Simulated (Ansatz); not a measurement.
Structure: COD 9012485, as refined from experiment and not relaxed. The listed cell was then made from it by scaling, straining or moving an atom.

Ga: DFT, PBE, PAW with Ansatz's default frozen-core files, scalar-relativistic (Ansatz 0.2.0). What sets it apart from a plain run of this crystal: equal xx and yy strain of +1 %.

Command: `ansatz run input.yaml --threads 1 --pin off --max-ram 3072MiB --backend cpu --events-out ev --progress --plain --runs-dir out` The run took 8 s on 1 thread of Intel(R) Xeon(R) Platinum 8488C (Sapphire Rapids), on a shared host, peak memory 0.5 GiB.

```yaml
crystal:
  lattice:
    - [1.4645, -4.10565, 0.0]
    - [1.4645, 4.10565, 0.0]
    - [0.0, 0.0, 3.17]
  atoms:
    - { symbol: Ga, position: [0.867, 0.133, 0.25] }
    - { symbol: Ga, position: [0.133, 0.867, 0.75] }
kpoints:
  mp_grid: { grid: [12, 12, 10] }
scf:
  occupations: { method: fermi_dirac, width: 0.08 }
hamiltonian:
  xc: pbe
  pseudopotentials: { kind: paw }
output:
  forces: true
  stress: true
  eigenvalues: true
  efg: { contact_densities: true }
  write_density: true
  write_potential: true
  elf: true
  volumetric_format: npy
```

Output (standing set-up lines are left out):

```
Crystal: 2 atoms, lattice volume = 38.121 Å³
Basis set: ecut = 420 eV, 735 PW (Γ), exchange–correlation on 60×60×48 points (8 copies of the dense FFT grid, shifted against one another)
Space group: Cmcm (ITA 63), of the structure as read, at distance tolerance 3.4e-5 Å
SCF iter   1: F=—  HF=-7565.986885 eV  |F-HF|=—  |Δ(HF+E_count)|=         —  Δρ=1.21e-3  dr2=6.13e-4  ethr=1.77e-3  ⟨swp⟩=5.2  Hψ=20346  notcnv=0
preconditioner: auto → Kerker (q_TF=auto, 2.560 Å⁻¹)  [metal: Δε(μ)=0.035 eV  Ē_g=17.055 eV  σ=0.080 eV  W_gap=0.11  n_scr=12 (ndim 8)  ℏωp=30.7 eV  f_vac=0.000  D(μ)=0.77/eV (n_scr^D=2)]
SCF iter   2: F=—  HF=-7565.986407 eV  |F-HF|=—  |Δ(HF+E_count)|=   4.78e-4  Δρ=7.36e-4  dr2=2.94e-4  ethr=2.36e-6  ⟨swp⟩=2.0  Hψ=9270  notcnv=0
SCF iter   3: F=—  HF=-7565.986376 eV  |F-HF|=—  |Δ(HF+E_count)|=   3.11e-5  Δρ=4.51e-4  dr2=1.37e-4  ethr=1.13e-6  ⟨swp⟩=2.0  Hψ=6953  notcnv=0
SCF iter   4: F=—  HF=-7565.986383 eV  |F-HF|=—  |Δ(HF+E_count)|=   6.68e-6  Δρ=2.03e-4  dr2=9.42e-6  ethr=5.28e-7  ⟨swp⟩=3.0  Hψ=7850  notcnv=0
SCF iter   5: F=—  HF=-7565.986366 eV  |F-HF|=—  |Δ(HF+E_count)|=   1.75e-5  Δρ=3.76e-5  dr2=4.80e-7  ethr=3.62e-8  ⟨swp⟩=2.0  Hψ=7733  notcnv=0
SCF iter   6: F=-7565.986366 eV  HF=-7565.986366 eV  |F-HF|=1.06e-7  |Δ(HF+E_count)|=   3.08e-7  Δρ=1.62e-5  dr2=5.82e-8  ethr=3.85e-10  ⟨swp⟩=8.9  Hψ=33085  notcnv=0
SCF 1 converged in 6 iterations: F = -7565.986366 eV  dr2 = 5.82e-8
  greatest PAW one-centre occupation: 0.994 electrons in one spin orbital (limit 2), on the Ga atom at site 1 (counted from 0), in its partial waves of l = 2
SCF converged after 6 iterations
Free energy (F): -7565.986366 eV
Harris-Foulkes:  -7565.986366 eV  (|F-HF|=1.06e-7)
Internal energy: -7565.969416 eV  (E = F + TS)
E sigma→0 (E₀):  -7565.977891 eV
Entropy (-TS):   -0.016950 eV (-8.475 meV/atom)
Fermi energy:    9.606508 eV
--- Per-component energies (eV) ---
  E_band       = -75.898635
  E_kinetic    = 229.588663
  E_local      = -3627.126651  (includes V_loc(G=0)·N_el)
  E_nonlocal   = 844.669064
  E_hartree    = 1702.715748
  E_xc         = -138.742321
  E_vxc        = -116.302801  (∫ρ·V_xc dr)
  E_paw        = -3971.557960  (= ΣΔE_a)
  E_vpaw       = -812.145039  (= ΣTr[D̂ρ^β])
  E_aug_tail   = -0.000239  (compensation charges beyond the density's cutoff)
  E_ewald      = -2605.515720
  E_smearing   = -0.016950  (= −TS)
  E_closure    = 0.000000  (closes the sum)
  Σ components = -7565.986366   (vs F -7565.986366, Δ=0.00e0)
--- Forces (eV/Å), atoms counted from 1 ---
  atom   1  Ga     0.00000000     0.18782671     0.00000000
  atom   2  Ga     0.00000000    -0.18782671     0.00000000
  max |Σ_I F_I| component: 0.00e0 eV/Å
--- Stress (GPa, compression-positive) ---
       -1.714962       0.000000       0.000000
        0.000000       1.864394       0.000000
        0.000000       0.000000       1.785609
  P = ⅓ Tr σ = 0.6450 GPa (6.450 kbar)
--- PAW observables at the nuclei: V_zz in 10²¹ V/m², potentials from the cell's mean, atoms counted from 1 ---
  atom   1  Ga V_zz =    -2.788476   η = 0.1863   by run symmetry: allowed
            electrostatic potential = -4132.844588 V   contact ρ = 187441.253761 e/Å³
  atom   2  Ga V_zz =    -2.788476   η = 0.1863   by run symmetry: allowed
            electrostatic potential = -4132.844588 V   contact ρ = 187441.253761 e/Å³
--- Band table (eV; the first three rows and the last of 258) ---
  k-point 0: bands = ["-5.5509", "-5.5225", "-5.4594", "-5.4419", "-5.2677", "-5.2516", "-5.2226", "-5.2116", "-5.2096", "-5.0554", "-1.4967", "7.3316", "7.9153", "12.6387", "16.2764", "17.1792", "18.1010"]
  k-point 1: bands = ["-5.5341", "-5.5297", "-5.4580", "-5.4263", "-5.2849", "-5.2781", "-5.2109", "-5.1994", "-5.1955", "-5.0708", "-1.3454", "7.5086", "7.9111", "11.2546", "17.3204", "18.0577", "18.2301"]
  k-point 2: bands = ["-5.5442", "-5.4820", "-5.4580", "-5.3925", "-5.3157", "-5.3141", "-5.2121", "-5.1730", "-5.1719", "-5.1106", "-0.8889", "7.4318", "8.0331", "9.7951", "17.3669", "17.3838", "17.7328"]
  k-point 257: bands = ["-5.4892", "-5.4892", "-5.4063", "-5.4063", "-5.2909", "-5.2909", "-5.2178", "-5.2178", "-5.1759", "-5.1759", "4.0812", "4.0812", "5.4650", "5.4650", "18.9664", "18.9664", "20.7401"]
```
